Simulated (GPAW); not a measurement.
The system is PtS2.

```xyz
3
Lattice="3.5432 0.0000 0.0000 -1.7716 3.0685 0.0000 0.0000 0.0000 5.0388" Properties=species:S:1:pos:R:3 pbc="T T T"
Pt    0.0000    0.0000    0.0000
S     1.7716    1.0228    3.8950
S     0.0000    2.0457    1.1438
```

Base run:

| Item | Value |
| --- | --- |
| Program | GPAW 26.7.0 |
| Functional | SCAN |
| Potentials or basis | GPAW PAW data sets (gpaw-data 1.2.1) |
| Cutoff | 600 eV |
| Basis | pw |
| k mesh | 9 × 9 × 5 |
| Occupations | fermi-dirac, width 0.05 eV |
| Spin | no spin polarisation |

Its results: band gap on the k mesh 1.25 eV, indirect (least direct gap 1.31 eV); pressure 6.5 GPa; largest force 1.012 eV/Å.

Question: After a change of settings the same cell gave: band gap on the k mesh 1.16 eV, indirect (least direct gap 1.23 eV); pressure 9.2 GPa; largest force 1.224 eV/Å. Which change was it?
A. functional from SCAN to r2SCAN
B. functional from SCAN to BLYP; potentials or basis from GPAW PAW data sets (gpaw-data 1.2.1) to PAW data sets generated in the run's folder for this functional
C. functional from SCAN to revPBE; potentials or basis from GPAW PAW data sets (gpaw-data 1.2.1) to the program's PAW data sets (release 1.2.1) made for this functional
D. functional from SCAN to AM05; potentials or basis from GPAW PAW data sets (gpaw-data 1.2.1) to PAW data sets generated in the run's folder for this functional

Answer: A.

Caveats: the PAW data sets were made with another functional, which shifts forces and pressure a little; spin-orbit coupling is left out, which moves the levels of the heavy elements; an odd mesh through Γ misses points on the zone boundary, where band edges often lie.

Runs at the PBE level aren't shown here.
